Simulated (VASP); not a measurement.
# Te2Mo: relaxation of cell and atoms with r2SCAN

The system is Te2Mo, a sheet with vacuum.

```xyz
3
Lattice="3.5200 0.0000 0.0000 -1.7600 3.0484 0.0000 0.0000 0.0000 19.6200" Properties=species:S:1:pos:R:3 pbc="T T T"
Te    1.7600    1.0161    8.0000
Te    1.7600    1.0161   11.6200
Mo    0.0000    2.0323    9.8100
```

The cell was built by a generator and needn't be a form met in nature.

```yaml
Program: VASP 6.6.1
Task: relaxation of cell and atoms
Functional: r2SCAN
Potentials_or_basis: VASP PAW PBE potentials, release 64 (Te, Mo_sv)
Cutoff: 600 eV
k_mesh: 12 × 12 × 1
Occupations: gaussian, width 0.03 eV
Spin: no spin polarisation
Dipole_correction: no
Further_INCAR_settings: ALGO = Normal; EDIFF = 1e-06; IBRION = 2; EDIFFG = -0.005; NSW = 40; ISIF = 3
```

The relaxed volume is 71.84 Å³/atom. The relaxed cell is a = 3.561 Å, b = 3.561 Å, c = 19.620 Å, α = 90.00°, β = 90.00°, γ = 120.00° and the space group after relaxing (to 0.05 Å) is P-6m2 (No. 187). The energy gained by relaxing is 3.5 meV/atom and the ionic steps are 5. The largest force after relaxing is 0.003 eV/Å and the band gap on the k mesh is 1.12 eV, direct.

Forces in eV/Å, atoms in the order of the input:
```
Te   0.000  0.000 -0.003
Te   0.000  0.000  0.003
Mo   0.000  0.000  0.000
```

The path:
| step | energy change (eV) | largest force (eV/Å) | pressure (GPa) | volume (Å³) |
| --- | --- | --- | --- | --- |
| 1 | 0.0000 | 0.0577 | 0.36 | 210.53 |
| 2 | -0.0058 | 0.2506 | -0.43 | 216.07 |
| 3 | -0.0073 | 0.1921 | -0.20 | 214.33 |
| 4 | -0.0098 | 0.0910 | -0.09 | 214.94 |
| 5 | -0.0106 | 0.0033 | 0.00 | 215.51 |

Final structure:
```
Te Mo
1.0
     3.56137    0.00000    0.00000
    -1.78068    3.08423    0.00000
     0.00000    0.00000   19.62000
Te Mo
2 1
Direct
  0.66667 0.33333 0.40874
  0.66667 0.33333 0.59126
  0.33333 0.66667 0.50000
```

Levels at points of the mesh, in eV from the valence-band top:
| k point | band 9 | band 10 | band 11 | band 12 | band 13 | band 14 | band 15 | band 16 | band 17 |
| --- | --- | --- | --- | --- | --- | --- | --- | --- | --- |
| (0.00, 0.00, 0.00) | -1.83 | -1.76 | -1.01 | -1.01 | -0.41 | 3.17 | 3.17 | 3.48 | 3.48 |
| (0.50, 0.00, 0.00) | -3.51 | -2.48 | -1.70 | -0.75 | -0.47 | 1.46 | 1.85 | 3.55 | 3.86 |

It took 32 min on 2 MPI ranks on Intel(R) Xeon(R) Platinum 8259CL CPU @ 2.50GHz (Skylake/Cascade Lake) (shared host), peak memory 0.48 GiB a rank.

Caveat: the PAW data sets were made with another functional, which shifts forces and pressure a little; spin-orbit coupling is left out, which moves the levels of the heavy elements. r2SCAN opens gaps a little over a GGA but as a rule still falls short of measured ones.
